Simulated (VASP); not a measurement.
# ZrS2 in VASP: further runs

Runs on ZrS2. Level: LDA. Tasks: single point.

Everything below comes from runs of VASP 6.6.1. Logs are shortened: lines on timing, memory, paths and dates and some standing lists are left out, and cuts for length are marked.

## 1. The structure

The cell holds a slab with vacuum, 3 atoms: a = 3.691 Å, b = 3.691 Å, c = 17.874 Å, α = 90.00°, β = 90.00°, γ = 120.00°.

## 2. Single point, LDA

File INCAR:

```
PREC = Accurate
ENCUT = 400
EDIFF = 1E-7
ISMEAR = 0
SIGMA = 0.05
LREAL = False
LASPH = True
NELM = 120
ALGO = Normal
ISIF = 2
LWAVE = False
LCHARG = False
LDIPOL = True
IDIPOL = 3
DIPOL = 0.5 0.5 0.500
NBANDS = 23
LVHAR = True
LVACPOTAV = True
```

File KPOINTS:

```
regular mesh
0
Gamma
  5 5 1
```

File POSCAR:

```
ZrS2
1.0
    3.6913825500      0.0000000000      0.0000000000
   -1.8456912700      3.1968310600      0.0000000000
    0.0000000000      0.0000000000     17.8744649004
S Zr
2 1
Direct
    0.6666666667      0.3333333333      0.4195929804
    0.3333333333      0.6666666667      0.5804070196
    0.0000000000      0.0000000000      0.5000000000
```

Potentials or basis: VASP PAW LDA potentials, release 64 (S, Zr_sv).

Run with:

```bash
cat potpaw_LDA.64/S/POTCAR potpaw_LDA.64/Zr_sv/POTCAR > POTCAR
mpirun -np 1 vasp_std > vasp.out
```

OUTCAR:

```text
PREC = Accurate
   ENCUT = 400
   EDIFF = 1E-7
   ISMEAR = 0
   LREAL = False
   LASPH = True
   NELM = 120
   ISIF = 2

 Found      5 irreducible k-points:

 Following reciprocal coordinates:
            Coordinates               Weight
  0.000000  0.000000  0.000000      1.000000
  0.200000  0.000000  0.000000      6.000000
  0.400000  0.000000  0.000000      6.000000
  0.200000  0.200000  0.000000      6.000000
  0.400000  0.200000  0.000000      6.000000
   k-points           NKPTS =      5   k-points in BZ     NKDIM =      5   number of bands    NBANDS=     23
   number of dos      NEDOS =    301   number of ions     NIONS =      3
   total plane-waves  NPLWV =  69120
   dimension x,y,z NGX =    24 NGY =   24 NGZ =  120
   dimension x,y,z NGXF=    48 NGYF=   48 NGZF=  240
   ions per type =               2   1
   NGX,Y,Z   is equivalent  to a cutoff of  10.81, 10.81, 11.16 a.u.
   NGXF,Y,Z  is equivalent  to a cutoff of  21.62, 21.62, 22.32 a.u.
 SYSTEM =  unknown system
   PREC   = accura    normal or accurate (medium, high low for compatibility)
   ISTART =      0    job   : 0-new  1-cont  2-samecut
   ICHARG =      2    charge: 1-file 2-atom 10-const
   ISPIN  =      1    spin polarized calculation?
   LNONCOLLINEAR =      F non collinear calculations
   LSORBIT =      F    spin-orbit coupling
   LASPH  =      T    aspherical Exc in radial PAW
   ENCUT  =  400.0 eV  29.40 Ry    5.42 a.u.   6.02  6.02 29.15*2*pi/ulx,y,z
   NELM   =    120;   NELMIN=  2; NELMDL= -5     # of ELM steps
   EDIFF  = 0.1E-06   stopping-criterion for ELM
   LREAL  =      F    real-space projection
   EDIFFG = 0.1E-05   stopping-criterion for IOM
   NSW    =      0    number of steps for IOM
   IBRION =     -1    ionic relax: 0-MD 1-quasi-New 2-CG
   NFREE  =      0    steps in history (QN), initial steepest desc. (CG)
   ISIF   =      2    stress and relaxation
   ISYM   =      2    0-nonsym 1-usesym 2-fastsym
   POTIM  = 0.5000    time-step for ionic-motion
   TEBEG  =    0.0;   TEEND  =   0.0 temperature during run
   PSTRESS=    0.0 pullay stress
   NELECT =      24.0000    total number of electrons
   NUPDOWN=      -1.0000    fix difference up-down
   EMIN   =  10.00;   EMAX   =-10.00  energy-range for DOS
   EFERMI =   0.00;   METHOD = LEGACY
   ISMEAR =     0;   SIGMA  =   0.05  broadening in eV -4-tet -1-fermi 0-gaus
   EFERMI_NEDOS =   21; number of points for ismear=-14 and -15
   IALGO  =     38    algorithm
   IMIX   =      4    mixing-type and parameters
     AMIX     =   0.40;   BMIX     =  1.00
     AMIX_MAG =   1.60;   BMIX_MAG =  1.00
  volume/ion in A,a.u.               =      70.31       474.48
  Fermi-wavevector in a.u.,A,eV,Ry     =   0.793289  1.499098  8.562243  0.629307
  Thomas-Fermi vector in A             =   1.899195
   LORBIT       =      0    0 simple, 1 ext, 2 COOP (PROOUT), +10 PAW based schemes
   GGA     = CA    functional components
   LHFCALC =     F    Hartree Fock is set to
   AEXX    =    0.0000 exact exchange contribution
   IVDW    =     0    specifies the selected vdW correction
   LEPSILON=     F    determine dielectric tensor
   LRPA    =     F    only Hartree local field effects (RPA)
 non-spin polarized calculation
 Gauss-broadening in eV      SIGMA  =   0.05
  energy-cutoff  :      400.00
  volume of cell :      210.93
 maximum number of plane-waves:      3860
   NGX = 13   NGY = 13   NGZ = 59

 number of electron      24.0000001 magnetization

 dipolmoment           0.000000      0.000000     -0.000000 electrons x Angstroem

 Free energy of the ion-electron system (eV)
  ---------------------------------------------------
  ext. energy  EPLUGINS =         0.00000000
  ---------------------------------------------------
  free energy    TOTEN  =       -23.17090803 eV

  energy without entropy =      -23.17090803  energy(sigma->0) =      -23.17090803

 E-fermi :  -2.8405     XC(G=0):  -3.7307

 val. band max:       -3.0751830494   @ k =   0.0000   0.0000   0.0000
 cond. band min:      -1.9079242196   @ k =   0.4000   0.0000   0.0000
 fundamental gap:      1.1672588298
 Fermi energy:        -2.8405324518

 k-point     1 :       0.0000    0.0000    0.0000
  band No.  band energies     occupation
      1     -51.6933      2.00000
      2     -29.9115      2.00000
      3     -29.7601      2.00000
      4     -29.7601      2.00000
      5     -15.3754      2.00000
      6     -14.1954      2.00000
      7      -6.7712      2.00000
      8      -5.7315      2.00000
      9      -5.7315      2.00000
     10      -3.8728      2.00000
     11      -3.0752      2.00000
     12      -3.0752      2.00000
     13      -1.5161      0.00000
     14      -1.5161      0.00000
     15      -0.5333      0.00000
     16       2.1709      0.00000
     17       2.1709      0.00000
     18       2.3987      0.00000
     19       2.9535      0.00000
     20       3.2714      0.00000
     21       3.7232      0.00000
     22       4.9828      0.00000
     23       5.3961      0.00000

 k-point     2 :       0.2000    0.0000    0.0000
  band No.  band energies     occupation
      1     -51.6871      2.00000
      2     -29.8929      2.00000
      3     -29.8485      2.00000
      4     -29.7793      2.00000
      5     -15.0047      2.00000
      6     -14.2526      2.00000
      7      -6.3688      2.00000
      8      -6.1533      2.00000
      9      -5.5265      2.00000
     10      -4.8463      2.00000
     11      -3.7909      2.00000
     12      -3.4181      2.00000
     13      -1.5385      0.00000
     14      -0.5887      0.00000
     15      -0.0695      0.00000
     16       1.3052      0.00000
     17       2.0355      0.00000
     18       3.3992      0.00000
     19       3.8920      0.00000
     20       4.3703      0.00000
     21       4.7127      0.00000
     22       5.5294      0.00000
     23       5.8212      0.00000

 k-point     3 :       0.4000    0.0000    0.0000
  band No.  band energies     occupation
      1     -51.6770      2.00000
      2     -29.9889      2.00000
      3     -29.8611      2.00000
      4     -29.8100      2.00000
      5     -14.5397      2.00000
      6     -14.1248      2.00000
      7      -7.0572      2.00000
      8      -5.9636      2.00000
      9      -5.4474      2.00000
     10      -5.2339      2.00000
     11      -4.0766      2.00000
     12      -4.0429      2.00000
     13      -1.9079      0.00000
     14       0.0741      0.00000
     15       0.3664      0.00000
     16       2.3958      0.00000
     17       2.6524      0.00000
     18       3.3964      0.00000
     19       4.2445      0.00000
     20       5.2830      0.00000
     21       5.6543      0.00000
     22       6.3603      0.00000
     23       6.5836      0.00000

 k-point     4 :       0.2000    0.2000    0.0000
  band No.  band energies     occupation
      1     -51.6789      2.00000
      2     -29.9387      2.00000
      3     -29.8686      2.00000
      4     -29.8273      2.00000
      5     -14.4873      2.00000
      6     -14.3081      2.00000
      7      -6.3251      2.00000
      8      -6.2960      2.00000
      9      -5.5427      2.00000
     10      -5.0969      2.00000
     11      -4.8705      2.00000
     12      -3.7194      2.00000
     13      -1.0184      0.00000
     14      -0.6124      0.00000
     15       0.3749      0.00000
     16       1.4407      0.00000
     17       2.3662      0.00000
     18       4.5627      0.00000
     19       4.7581      0.00000
     20       5.5391      0.00000
     21       5.7316      0.00000
     22       6.0599      0.00000
     23       6.1740      0.00000

 k-point     5 :       0.4000    0.2000    0.0000
  band No.  band energies     occupation
      1     -51.6739      2.00000
      2     -29.9809      2.00000
      3     -29.8712      2.00000
      4     -29.8521      2.00000
      5     -14.3686      2.00000
      6     -14.1009      2.00000
      7      -6.8760      2.00000
      8      -6.1809      2.00000
      9      -5.4008      2.00000
     10      -5.0765      2.00000
     11      -4.9092      2.00000
     12      -4.3152      2.00000
     13      -1.1524      0.00000
     14       0.0695      0.00000
     15       0.1083      0.00000
     16       1.8894      0.00000
     17       2.8202      0.00000
     18       4.5387      0.00000
     19       4.9365      0.00000
     20       5.9233      0.00000
     21       6.3257      0.00000
     22       6.8977      0.00000
     23       7.1005      0.00000

------------------------ aborting loop because EDIFF is reached ----------------------------------------

  FORCE on cell =-STRESS in cart. coord.  units (eV):
  Direction    XX          YY          ZZ          XY          YZ          ZX
  --------------------------------------------------------------------------------------
  -------------------------------------------------------------------------------------
  Total       -2.1232648     -2.1232648     -1.2265792     -0.0000000     -0.0000000      0.0000000
  in kB      -16.1277191    -16.1277190     -9.3167485     -0.0000000     -0.0000000      0.0000000
  external PRESSURE =     -13.8573955 kB  Pullay stress =       0.0000000 kB

 VOLUME and BASIS-vectors are now :
 -----------------------------------------------------------------------------
  energy-cutoff  :      400.00
  volume of cell :      210.93
      direct lattice vectors                 reciprocal lattice vectors
     3.691382550  0.000000000  0.000000000     0.270901210  0.156404886  0.000000000
    -1.845691270  3.196831060  0.000000000     0.000000000  0.312809774  0.000000000
     0.000000000  0.000000000 17.874464900     0.000000000  0.000000000  0.055945731

 POSITION                                       TOTAL-FORCE (eV/Angst)
 -----------------------------------------------------------------------------------
      1.84569      1.06561      7.50000        -0.000000      0.000000      0.412132
      0.00000      2.13122     10.37446         0.000000     -0.000000     -0.412132
      0.00000      0.00000      8.93723         0.000000      0.000000      0.000000
 -----------------------------------------------------------------------------------
    total drift:                                0.000000     -0.000000     -0.000000

  FREE ENERGIE OF THE ION-ELECTRON SYSTEM (eV)
  ---------------------------------------------------
  free  energy   TOTEN  =       -23.1709080310 eV

  energy  without entropy=      -23.1709080310  energy(sigma->0) =      -23.17090803

 vacuum level on the upper side and lower side of the slab         3.552         3.552
```

Run time: 10 s. Hardware: 1 thread of Intel Xeon 6975P-C (Granite Rapids), shared host; peak memory 0.2 GiB.

These settings aren't checked as converged: the numbers below hold their error.

What came out:

```
Free energy                            : -23.1709 eV
Largest force                          : 0.412 eV/Å
Band gap on the k mesh                 : 1.17 eV, indirect (least direct gap 1.56 eV)
Ionisation potential of the upper face : 6.63 eV
```

## 3. Single point, LDA

This run uses another cell than the first one, of 82.11 Å³/atom, 1.168 times its volume.

INCAR is that of step 2.

KPOINTS is that of step 2.

File POSCAR:

```
ZrS2
1.0
    3.6913825500      0.0000000000      0.0000000000
   -1.8456912700      3.1968310600      0.0000000000
    0.0000000000      0.0000000000     20.8744649004
S Zr
2 1
Direct
    0.6666666667      0.3333333333      0.4311487764
    0.3333333333      0.6666666667      0.5688512236
    0.0000000000      0.0000000000      0.5000000000
```

Potentials or basis: VASP PAW LDA potentials, release 64 (S, Zr_sv).

Run with:

```bash
cat potpaw_LDA.64/S/POTCAR potpaw_LDA.64/Zr_sv/POTCAR > POTCAR
mpirun -np 1 vasp_std > vasp.out
```

Run time: 13 s. Hardware: 1 thread of Intel Xeon 6975P-C (Granite Rapids), shared host; peak memory 0.21 GiB.

These settings aren't checked as converged: the numbers below hold their error.

What came out:

| Item | Value |
| --- | --- |
| Free energy | -23.1709 eV |
| Largest force | 0.412 eV/Å |
| Band gap on the k mesh | 1.17 eV, indirect (least direct gap 1.56 eV) |
| Ionisation potential of the upper face | 6.63 eV |

## 4. Single point, LDA

This run uses another cell than the first one, of 50.64 Å³/atom, 0.720 times its volume.

INCAR is that of step 3.

File KPOINTS:

```
regular mesh
0
Gamma
  7 7 1
```

File POSCAR:

```
ZrS2
1.0
    3.6913825500      0.0000000000      0.0000000000
   -1.8456912700      3.1968310600      0.0000000000
    0.0000000000      0.0000000000     12.8744649004
S Zr
2 1
Direct
    0.6666666667      0.3333333333      0.3883656555
    0.3333333333      0.6666666667      0.6116343445
    0.0000000000      0.0000000000      0.5000000000
```

Run with:

```bash
cat potpaw_LDA.64/S/POTCAR potpaw_LDA.64/Zr_sv/POTCAR > POTCAR
mpirun -np 1 vasp_std > vasp.out
```

Wall time 9.1 s (1 thread of Intel Xeon 6975P-C (Granite Rapids), shared host); peak memory 0.17 GiB.

The run converged, but some of its settings lie outside the range that counts as converged, so its numbers aren't taken as properties of the slab.

Results:

```
Free energy                            : -23.1945 eV
Largest force                          : 0.399 eV/Å
Band gap on the k mesh                 : 1.15 eV, indirect (least direct gap 1.57 eV)
Ionisation potential of the upper face : 6.63 eV
```

## 5. Single point, LDA

This run uses another cell than the first one, of 58.51 Å³/atom, 0.832 times its volume.

Edit INCAR of step 4 so:

```diff
@@ -4,3 +4,3 @@
 ISMEAR = 0
-SIGMA = 0.05
+SIGMA = 0.3
 LREAL = False
```

KPOINTS is that of step 4.

File POSCAR:

```
ZrS2
1.0
    3.6913825500      0.0000000000      0.0000000000
   -1.8456912700      3.1968310600      0.0000000000
    0.0000000000      0.0000000000     14.8744649004
S Zr
2 1
Direct
    0.6666666667      0.3333333333      0.4033758552
    0.3333333333      0.6666666667      0.5966241448
    0.0000000000      0.0000000000      0.5000000000
```

Run with:

```bash
cat potpaw_LDA.64/S/POTCAR potpaw_LDA.64/Zr_sv/POTCAR > POTCAR
mpirun -np 1 vasp_std > vasp.out
```

It took 12 s on 1 thread of Intel Xeon 6975P-C (Granite Rapids), shared host; peak memory 0.19 GiB.

The run converged, but some of its settings lie outside the range that counts as converged, so its numbers aren't taken as properties of the slab.

What came out:

```yaml
Free_energy: -23.1947 eV
Largest_force: 0.399 eV/Å
Band_gap_on_the_k_mesh: 1.15 eV, indirect (least direct gap 1.58 eV)
Ionisation_potential_of_the_upper_face: 6.63 eV
```
